The row at 10.93 Å³/atom looks wrong. Its energy is almost at the bottom of the well, and the cell is compressed by only about 0.3 % from the equilibrium volume of 10.965 Å³/atom. With the bulk modulus of 247 GPa, that compression should cost about 0.8 GPa. The printed pressure is 0.44 GPa, roughly half as much.

Quantum ESPRESSO 7.5, PBE with SSSP 1.3 efficiency potentials, for cubic fluorite HfO₂ (Fm-3m) scaled in volume at fixed cell shape and fractional positions. Plane-wave cutoff 816 eV, 9×9×9 k mesh, Fermi–Dirac smearing of 0.05 eV, no spin polarisation. Energies are counted from the minimum of the equation-of-state fit.

| volume (Å³/atom) | energy (meV/atom) | pressure (GPa) |
| --- | --- | --- |
| 10.48 | 17.71 | 11.830 |
| 10.71 | 4.94 | 5.830 |
| 10.93 | 0.09 | 0.440 |
| 11.15 | 2.37 | -4.400 |
| 11.38 | 11.07 | -8.750 |
| 11.60 | 25.52 | -12.660 |
| 11.82 | 45.13 | -16.170 |

### An offset that hides in the other rows

The same discrepancy runs through the whole table. Pressure is minus the slope of energy against volume, so the energies give a second route to it. Compared over the compressed, middle and stretched parts of the range, the printed pressures lie lower by 0.40, 0.37 and 0.36 GPa. Beside a pressure of 12 GPa such a shift goes unnoticed, but near zero pressure it is half the value.

The likely cause is the finite set of plane waves. The printed pressure describes how the energy responds when the cell grows while the set of waves stays the same. The waves stretch with the cell and describe the electrons a little less well, which adds a spurious cost to expansion and so lowers the pressure. This error, known as Pulay stress, has the right sign and is expected to vary little over so small a range, though the table alone does not prove it. A run with a higher cutoff would be a good test, since the offset should then shrink.

For practical use the offset matters when a cell is relaxed until its printed pressure vanishes. That happens near 10.95 Å³/atom, slightly below the minimum of the energy. Stiffness depends on differences between pressures, from which a constant shift drops out. The trend in stiffness can therefore be read from the printed pressures.

### The cell softens as it grows

The volumes rise in six equal steps of (11.82 − 10.48)/6 = 0.223 Å³/atom; the slightly uneven spacing in the table comes from rounding. The first step lowers the pressure by 6.00 GPa and the last by only 3.51 GPa. Each drop in between is smaller than the one before it.

The bulk modulus B puts this into a familiar form. It is the pressure change divided by the relative volume change, with the sign reversed so that a stable solid has a positive value. Taken across each step, it falls from 285 GPa in the first to 184 GPa in the last, a loss of 35 %. Over the whole range the Hf–O bond lengthens by only 4 %.

The energies tell the same story. If the well were a parabola in volume, the energy divided by the square of the distance from the minimum would be the same in every row. Instead it falls from 76 meV·atom/Å⁶ at the smallest volume to 62 at the largest. Squeezing the crystal therefore costs more than stretching it by the same volume.

### What the two extremes demand

Imagine first that the crystal is pulled apart without end. Once the atoms are far from one another, further separation costs no energy, and the pressure returns to zero. At moderate stretching, however, the pressure is negative, because the crystal pulls inwards. Somewhere between these states the pressure must stop falling and turn back, and at that point the bulk modulus is zero.

Now imagine the opposite, a crystal squeezed ever harder. The electron clouds of neighbouring ions are forced into the same space, and the energy climbs more and more steeply. The pressure needed for each further step grows accordingly. The table covers a short stretch between these extremes, and its shrinking pressure drops fit the passage from one to the other.

### How much would simple springs explain?

Part of the softening could be mere geometry. Even if the bonds behaved as perfect springs, a larger cell would spread their forces over a larger area. The size of this effect can be worked out and compared with the calculation. In fluorite, symmetry fixes every atomic position, so one length describes the whole expansion.

Let x be the Hf–O length divided by its equilibrium value, V the volume per atom and V₀ its equilibrium value. Suppose that the energy E per atom is exactly quadratic in the bond length, with a spring constant K. The steps are then:

- The energy is E = ½K(x − 1)², and the volume is V = V₀x³.
- The pressure is P = −dE/dV = −K(x − 1)/(3V₀x²).
- The bulk modulus is B = −V dP/dV = B₀(2 − x)/x², where B₀ = K/(9V₀) is its value at equilibrium.

The spring constant sets the overall stiffness but cancels from the relative change. The only input is the equilibrium volume, which comes from an equation-of-state fit to the seven energies; the rows used below were part of that fit.

In the middle of the first step the volume is 10.59 Å³/atom, so x = (10.59/10.965)^⅓ ≈ 0.99. The spring model then gives B/B₀ = 1.03.

In the middle of the last step the volume is 11.71 Å³/atom, so x = (11.71/10.965)^⅓ = 1.022. Here the model gives B/B₀ = 0.94.

Before rounding, the two ratios differ by 9.6 %. The calculation gives a loss of 35 %, more than three times as much. Springs thus predict the right direction but fail badly on the size. Most of the softening must come from the forces between the atoms, which do not follow the law of a spring. All distances grow together here, so the scan cannot tell how much is due to the Hf–O bonds and how much to neighbouring oxygen ions.

### Why a longer bond is a weaker spring

HfO₂ is largely ionic, and its cohesion is a contest between two forces. Positive hafnium and negative oxygen attract each other, with some help from covalent bonding. The electrostatic attraction reaches far and changes gently with distance. Against it stands the repulsion between filled electron shells, which arises because electrons of the same spin cannot share the same state. It depends on the overlap of the outer tails of the ions, and so it fades quickly as they separate.

At the equilibrium volume the two forces cancel, but their contributions to the stiffness do not. Consider attraction alone: the closer the ions come, the harder they pull, so a crystal held by nothing else would collapse. Attraction therefore counts against stiffness. Repulsion alone would drive the crystal apart, but it grows so steeply on compression that it resists every further squeeze. The bulk modulus is what remains of this large positive part after the smaller negative part has been taken away.

Stretching the crystal shrinks the two parts at different rates. The repulsive part drops quickly, while the attractive part falls more slowly. Their difference must then fall by a larger fraction than either part does. This is why a small change in bond length has such a large effect on the bulk modulus. Compression works the other way: repulsion gains quickly on attraction, and the crystal stiffens.

The table contains only total energies and pressures, so this division into attraction and repulsion rests on the standard theory of ionic solids. What the numbers establish is that the interaction departs strongly from a spring. A steep repulsion working against a gentle attraction is the established reason for such a departure. The smooth course of the energies and pressures also gives no sign that the electrons change their state along the way.

### A rule for the stretched or squeezed crystal

Comparing the first and last steps, the bulk modulus falls roughly as the thirteenth power of the bond length. Making the bond 1 % longer therefore costs about 12 % of the stiffness. For perfect springs the loss would be only about 3 %. The power of thirteen belongs to the difference between two competing parts and should not be read as the distance law of the repulsion.

The same behaviour can be expressed through pressure, which is often the more convenient quantity in practice. Between the first and last steps, the bulk modulus changes by 4.3 GPa for every 1 GPa of pressure. Perfect springs would give a change of 1 GPa near equilibrium. A value well above one thus signals an interaction that stiffens as the atoms come closer.

The row at 11.15 Å³/atom shows what this means for a cell that is slightly too large. Its volume exceeds the equilibrium value by 1.7 %, and its pressure of −4.4 GPa shows that it is under tension. The average of the two neighbouring steps, (239.6 + 219.7)/2, puts its bulk modulus near 230 GPa. That is about 7 % below the value at equilibrium, so an elastic constant computed in an unrelaxed cell can carry a noticeable error from the volume alone.

### From one crystal to its neighbours

The steep rule holds for one compound that is squeezed or stretched. It should not be used to compare different oxides with the same structure, each at its own equilibrium volume. A larger metal ion lengthens the bond, but it also moves the onset of repulsion outwards. In each crystal the repulsion again balances the attraction, and the stiffness is set mainly by the strength of that attraction.

The simple ionic model then leads to a much gentler dependence. If the ionic charges and the form of the repulsion are similar, the bulk modulus falls roughly as the fourth power of the bond length. Higher charges raise it, because stronger attraction has to be balanced by stronger repulsion. To guess a neighbouring case, one should first ask whether the bond is longer because the crystal has been stretched or because its ions are larger.

### Where the numbers apply

These results describe the cubic fluorite form at the PBE level, with the atoms at rest. At ordinary temperatures bulk HfO₂ is monoclinic, and its atoms can shift within the cell as the pressure changes. The bulk modulus found here should therefore not be entered as the stiffness of an ordinary hafnia ceramic. The zero of energy is likewise the minimum of the cubic curve and not that of the most stable phase.

Temperature matters as well, since the cubic form of pure HfO₂ is stable only at high temperature. Heat expands the lattice, and the longer bonds then soften it for the reason described above. The vibrations also contribute directly to the pressure and the stiffness. The static curve thus explains the softening that comes with expansion, but it does not supply the elastic constants of the hot crystal.
